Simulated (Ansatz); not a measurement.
Born–Oppenheimer molecular dynamics of a periodic cell of 16 atoms, Li (start crystal Li, start structure bcc, volume 1.05 times the crystal's). It goes on from the last frame of an earlier run, with new velocities.

Method: Ansatz, DFT PBE-D3(BJ), scalar-relativistic, plane waves, PAW. Settings: cutoff 420 eV, k mesh 2x2x2, fermi-dirac smearing 0.16 eV, no spin polarisation.

* ensemble: NVT, Langevin thermostat
* time step: 1 fs
* steps asked: 400
* set temperature: 1440 K
* friction: 0.02 /fs
* temperature schedule: 300 steps to 300 K, then 100 steps to 300 K
* seed: 385798

First frame:

```xyz
16
Lattice="7.0944 0.0000 0.0000 0.0000 7.0944 0.0000 0.0000 0.0000 7.0944" Properties=species:S:1:pos:R:3
Li 0.638 -1.806 -0.652
Li 3.136 0.219 1.399
Li 1.401 2.896 -2.465
Li 0.164 0.667 3.561
Li 0.694 1.473 -0.867
Li 3.018 3.451 -0.695
Li 5.585 -0.381 2.297
Li 5.830 1.481 0.343
Li -1.294 3.888 1.304
Li 1.401 4.051 1.128
Li 2.477 0.748 4.563
Li 3.971 3.157 2.129
Li 4.567 5.488 -0.235
Li 5.467 3.337 4.711
Li 1.946 4.964 2.913
Li 3.978 5.775 3.971
```

Problem. What does the run give?

Solution. All steps were run.

| Item | Value |
| --- | --- |
| steps done | 400 |
| time covered | 400 fs |
| mean temperature over the second half | 478 K |
| spread of the potential energy over the second half | 25.5 meV per atom |
| mean potential energy of the second half above the start | -168.0 meV per atom |

The schedule's set-point averaged 395 K over the second half and the system 478 K, so it lags behind the ramp. A run of 0.4 ps of so small a system gives no equilibrium averages. Limits of this set-up: coarse k mesh.

Problem. What happens to the structure?

Solution. Mean squared displacements from the first frame to the last, about the centre of mass: Li 1.97 Å². The details hang on the random start.

Problem. How do temperature and energy run in time?

Solution. 
```json
{"time (fs)": "0.0", "T (K)": "1350", "potential energy less start (eV)": "0.000"}
{"time (fs)": "13.0", "T (K)": "1518", "potential energy less start (eV)": "-0.533"}
{"time (fs)": "26.0", "T (K)": "1048", "potential energy less start (eV)": "-0.717"}
{"time (fs)": "39.0", "T (K)": "1439", "potential energy less start (eV)": "-1.286"}
{"time (fs)": "52.0", "T (K)": "1581", "potential energy less start (eV)": "-1.331"}
{"time (fs)": "65.0", "T (K)": "1417", "potential energy less start (eV)": "-1.309"}
{"time (fs)": "78.0", "T (K)": "1198", "potential energy less start (eV)": "-1.462"}
{"time (fs)": "91.0", "T (K)": "976", "potential energy less start (eV)": "-1.179"}
{"time (fs)": "104.0", "T (K)": "1079", "potential energy less start (eV)": "-1.593"}
{"time (fs)": "117.0", "T (K)": "1326", "potential energy less start (eV)": "-2.008"}
{"time (fs)": "130.0", "T (K)": "1569", "potential energy less start (eV)": "-2.688"}
{"time (fs)": "143.0", "T (K)": "1152", "potential energy less start (eV)": "-2.409"}
{"time (fs)": "156.0", "T (K)": "1272", "potential energy less start (eV)": "-2.492"}
{"time (fs)": "169.0", "T (K)": "1385", "potential energy less start (eV)": "-2.186"}
{"time (fs)": "182.0", "T (K)": "937", "potential energy less start (eV)": "-1.971"}
{"time (fs)": "195.0", "T (K)": "897", "potential energy less start (eV)": "-2.164"}
{"time (fs)": "208.0", "T (K)": "707", "potential energy less start (eV)": "-2.227"}
{"time (fs)": "221.0", "T (K)": "677", "potential energy less start (eV)": "-2.132"}
{"time (fs)": "234.0", "T (K)": "538", "potential energy less start (eV)": "-1.968"}
{"time (fs)": "247.0", "T (K)": "666", "potential energy less start (eV)": "-2.536"}
{"time (fs)": "260.0", "T (K)": "733", "potential energy less start (eV)": "-2.828"}
{"time (fs)": "273.0", "T (K)": "645", "potential energy less start (eV)": "-2.621"}
{"time (fs)": "286.0", "T (K)": "368", "potential energy less start (eV)": "-2.250"}
{"time (fs)": "299.0", "T (K)": "395", "potential energy less start (eV)": "-2.369"}
{"time (fs)": "312.0", "T (K)": "514", "potential energy less start (eV)": "-2.666"}
{"time (fs)": "325.0", "T (K)": "436", "potential energy less start (eV)": "-3.034"}
{"time (fs)": "338.0", "T (K)": "344", "potential energy less start (eV)": "-3.107"}
{"time (fs)": "351.0", "T (K)": "345", "potential energy less start (eV)": "-3.092"}
{"time (fs)": "364.0", "T (K)": "304", "potential energy less start (eV)": "-3.086"}
{"time (fs)": "377.0", "T (K)": "221", "potential energy less start (eV)": "-3.158"}
{"time (fs)": "390.0", "T (K)": "228", "potential energy less start (eV)": "-3.185"}
```

Run time: 19 min on 1 thread of Arm Neoverse V2, with other jobs on the host, peak memory 0.56 GiB.
